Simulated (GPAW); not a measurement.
A run of GPAW 26.7.0 is set up as follows.

File run.py:

```python
from ase import Atoms
from ase.dft.bandgap import bandgap
from ase.io import write
from ase.units import GPa
from gpaw import GPAW, PW

atoms = Atoms(['Cu'],
              cell=[[-0.008578, 1.795752, 1.801688],
                    [1.82295, -0.024052, 1.817163],
                    [1.795326, 1.783602, 0.003572]],
              scaled_positions=[[0.001456, -0.024293, 0.029321]],
              pbc=True)

calc = GPAW(mode=PW(600),
            xc='PBE',
            kpts={'size': (13, 13, 13), 'gamma': True},
            occupations={'name': 'fermi-dirac', 'width': 0.05},
            nbands=14,
            convergence={'density': 1e-05, 'energy': 1e-05},
            maxiter=150,
            txt='gpaw.txt')
atoms.calc = calc
energy = atoms.get_potential_energy()
forces = atoms.get_forces()
stress = atoms.get_stress()
calc.write('gs.gpw')
write('result.traj', atoms)
print(f'Energy: {energy:.6f} eV')
print('Forces (eV/A):')
print(forces.round(4))
print('Stress (GPa):', (stress / GPa).round(3))
print('Fermi level:', round(calc.get_fermi_level(), 4), 'eV')
print(f'Gap: {bandgap(calc)[0]:.4f} eV, direct: {bandgap(calc, direct=True)[0]:.4f} eV')
```

Potentials or basis: GPAW PAW data sets (gpaw-data 1.2.1), pw.

Run with:

```bash
$ OMP_NUM_THREADS=1 python run.py
```

Problem. Predict the pressure.

Solution. 3.1 GPa.

Problem. Predict the band gap on the k mesh.

Solution. None (metal or under the smearing width).

Stress tensor (GPa, compression positive):
```
 3.06  1.61 -0.80
 1.61  3.38  0.57
-0.80  0.57  2.95
```

Caveat: with this Cu data set, volumes or pressures lay over 1.5 % or 2 GPa off other programs in two to four cells of ten.
